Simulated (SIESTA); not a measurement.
Runs of SIESTA 5.4.2 on InPd. Symmetry: Pm-3m, No. 221, cubic system. The conventional cell has a = 3.272 Å, b = 3.272 Å, c = 3.272 Å, α = 90.00°, β = 90.00°, γ = 90.00°. Around In (site symmetry m-3m) lie 8 Pd at 2.83 Å. Pd (site symmetry m-3m) is surrounded by 8 In at 2.83 Å. The cell comes from a database or a generator and needn't be the stable form of this composition.

```csv
task,level,potentials or basis,cell,gap on the mesh (eV),pressure (GPa),V0 of scaled cells (Å³/atom),B0 (GPa)
single point,PBE,"PseudoDojo 0.4 standard (PBE files), DZP (energy shift 0.003 Ry; two zetas on semicore shells)","atoms moved at random, drawn with an rms of 0.05 Å",none,4.3,-,-
equation of state,PBEsol,"PseudoDojo 0.4 standard (PBEsol files), DZP (energy shift 0.003 Ry; two zetas on semicore shells)",as given,-,-,(a),145
single point,PBE,"PseudoDojo 0.4 standard (PBE files), DZP (energy shift 0.003 Ry; two zetas on semicore shells)",as given,none,4.1,-,-
equation of state,PBE,"PseudoDojo 0.4 standard (PBE files), DZP (energy shift 0.003 Ry; two zetas on semicore shells)",as given,-,-,(b),120
```

Alike in all rows: no spin polarisation; k mesh 8 × 8 × 8; smearing fermi-dirac 0.05 eV; grid cutoff 800 Ry; energy shift 0.003 Ry.

**Question.** Fill in the values left out.

**Answer.** (a) 17.20; (b) 18.07.

Caveats: the basis of atomic orbitals isn't converged, which shifts pressures, moduli and gaps.

A k mesh can miss the band edges, and the runs leave out spin-orbit coupling on In, Pd.

A gap of «none» marks a metal or a gap under the smearing width.
